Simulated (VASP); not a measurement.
# K: single point with PBEsol

The system is K.

```
K
1.0
     4.76240    0.00000    0.00000
    -2.38120    4.12436    0.00000
     0.00000    0.00000    7.82997
K
2
Cartesian
  0.0000 2.7496 1.9575
  2.3812 1.3748 5.8725
```

This isn't the form of K at room conditions, which is bcc.

* Program: VASP 6.6.1
* Task: single point
* Functional: PBEsol
* Potentials or basis: VASP PAW PBE potentials, release 64 (K_sv)
* Cutoff: 520 eV
* k mesh: 12 × 12 × 6
* Occupations: gaussian, width 0.15 eV
* Spin: no spin polarisation
* Dipole correction: no
* Further INCAR settings: ALGO = Fast; EDIFF = 1e-07; NBANDS = 16

* Pressure: -0.3 GPa
* Band gap on the k mesh: none (metal or under the smearing width)

Levels at points of the mesh, in eV from the Fermi level:
```tsv
k point	band 5	band 6	band 7	band 8	band 9	band 10	band 11	band 12	band 13	band 14
(0.00, 0.00, 0.00)	-15.53	-15.52	-15.52	-15.52	-2.09	0.31	0.52	4.06	4.06	4.10
(0.50, 0.00, 0.00)	-15.55	-15.54	-15.54	-15.53	0.14	0.26	1.65	1.97	2.25	2.67
(0.00, 0.00, 0.50)	-15.53	-15.53	-15.53	-15.53	-1.40	-1.40	2.69	2.69	4.11	4.11
(0.50, 0.00, 0.50)	-15.54	-15.54	-15.54	-15.54	0.63	0.63	0.84	0.84	3.07	3.07
```

Run time: 4.8 min on 1 thread of AMD EPYC 7R13 Processor (Zen 3), with other jobs on the host, peak memory 0.31 GiB.

Caveat: the PAW data sets were made with another functional, which shifts forces and pressure a little.
